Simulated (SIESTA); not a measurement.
**PbS (Galena) under changes of volume**

One of the cells (26.086 Å³/atom); the others are scaled copies at fixed shape and fractional positions:

```
Pb S
1.0
     0.00000    2.96575    2.96575
     2.96575    0.00000    2.96575
     2.96575    2.96575    0.00000
Pb S
1 1
Direct
  0.00000 0.00000 0.00000
  0.50000 0.50000 0.50000
```

| Item | Value |
| --- | --- |
| Program | SIESTA 5.4.2 |
| Functional | PBEsol |
| Potentials or basis | PseudoDojo 0.4 standard (PBEsol files) |
| Basis | DZP (energy shift 0.003 Ry; two zetas on semicore shells) |
| Grid cutoff | 500 Ry |
| Energy shift | 0.003 Ry |
| k mesh | 8 × 8 × 8 |
| Occupations | fermi-dirac, width 0.05 eV |
| Spin | no spin polarisation |

| volume (Å³/atom) | energy over the lowest point (meV/atom) | pressure (GPa) | gap on the mesh (eV) |
| --- | --- | --- | --- |
| 24.521 | 19.09 | 4.1 | 0.08 |
| 25.042 | ? | ? | ? |
| 25.564 | 1.98 | 1.2 | 0.25 |
| 26.086 | 0.00 | 0.0 | 0.32 |
| 26.607 | 1.92 | -1.1 | 0.39 |
| 27.129 | 7.31 | -2.1 | 0.45 |
| 27.651 | 15.78 | -3.0 | 0.51 |

Q: What does the run at 25.042 Å³/atom give?

A: Energy over the lowest point 8.21 meV/atom; pressure 2.6 GPa; gap on the mesh 0.17 eV.

Worked out: A Birch-Murnaghan fit of order 3 (a polynomial in V^(-2/3)) to the other rows has its minimum at 26.08 Å³/atom with B0 = V·E''(V) = 59 GPa and B' = 4.2. It gives 8.17 meV/atom at 25.042 Å³/atom, against the run's 8.21, and -dE/dV = 2.6 GPa, against 2.6.

Energies are extrapolated to zero smearing.

Caveats: spin-orbit coupling is left out, which as a rule narrows the gap of such compounds by several tenths of an eV; the basis of atomic orbitals isn't converged, which shifts pressures, moduli and gaps.

A mesh can miss the band edges.
